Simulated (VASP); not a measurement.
A run of VASP 6.6.1 is set up as follows.

Contents of INCAR:

```
SYSTEM = H4CO3
PREC = Accurate
ENCUT = 520
EDIFF = 1E-6
ISMEAR = -1
SIGMA = 0.05
LREAL = Auto
LASPH = .True.
NELM = 100
ALGO = Fast
ISIF = 2
LWAVE = .False.
LCHARG = .False.
GGA = PS
NBANDS = 91
```

KPOINTS

```
Automatic mesh
0
Gamma
  1 1 1
  0 0 0
```

Contents of POSCAR:

```
H4CO3
1.0
    8.4553600000      0.0000000000      0.0000000000
    0.0000000000      8.4553600000      0.0000000000
    0.0000000000      0.0000000000      8.4553600000
O C H
15 5 20
Direct
    0.0099936608      0.7316305870      0.1553807289
    0.1271619422      0.6535972448     -0.0653549938
    0.9383042236      0.9164600916      0.4448420883
    0.7919828369      0.7326950006      0.5836061386
    0.1649131439      0.1283327972      0.8919904061
    0.0102538508      0.3058888090      1.0242378799
    0.2767593574      0.1936286569      0.5278781743
    0.4818245468      0.0691159217      0.6467849979
    0.6163191159      0.6240893350      0.9464055936
    0.7959684744      0.8254172501      0.9703430723
    0.7850050146      0.4831136699      0.1506026946
    0.5612889339      0.5397049919      0.4115969042
    0.2816674867      0.3891732581      0.8239034175
    0.2056328767      0.6254257654      0.4288758846
    0.9815903758      0.4280125270      0.5509049881
    0.1293853839      0.6554895356      0.0764722022
    0.8513179805      0.8623642281      0.5700762593
    0.0351256481      0.1751315142      0.9671498316
    0.3664775953      0.0701921621      0.5657949514
    0.6671507777      0.7700204367      0.9383988381
   -0.0668569996      0.7635748212      0.0663957537
    0.1985013057      0.5938599894      0.1772130341
    0.9852921697      0.8345357265      0.3750875184
    0.8307274912      0.9696571169      0.6415457177
    0.2294993945      0.2312024562      0.8814881921
   -0.0386263861      0.0661237369      0.9836127616
    0.3111635696      0.2828265148      0.5990046550
    0.3067285130     -0.0382715816      0.5255837717
    0.6894443288      0.5544057261      1.0248292208
    0.5797979033      0.8434176664      0.8862662264
    0.8614535632      0.5621759452      0.1880109185
    0.8557293835      0.3957607955      0.0940823336
    0.6343550127      0.6219605079      0.4533810506
    0.6242430837      0.4913924422      0.3283479355
    0.3958554101      0.4079542444      0.8092736442
    0.2408413125      0.4895238050      0.8663616925
    0.3171715929      0.6177974681      0.4350494834
    0.1542453544      0.5396576846      0.4876315142
    0.8997487984      0.5144547364      0.5695322257
    0.9207532264      0.3604104379      0.4757455626
```

Potentials or basis: VASP PAW PBE potentials, release 64 (O, C, H).

Command:

```console
$ cat potpaw_PBE.64/O/POTCAR potpaw_PBE.64/C/POTCAR potpaw_PBE.64/H/POTCAR > POTCAR
$ mpirun -np 1 vasp_gam > vasp.out
```

(1) Estimate the pressure.

(2) What does it give for the band gap on the k mesh?

(3) Estimate the largest force.

Answers

(1) 0.1 GPa.

(2) 4.58 eV, direct.

(3) 3.472 eV/Å.

Caveat: the standard files for N, O and F lose accuracy on very short bonds; the PAW data sets were made with another functional, which shifts forces and pressure a little.
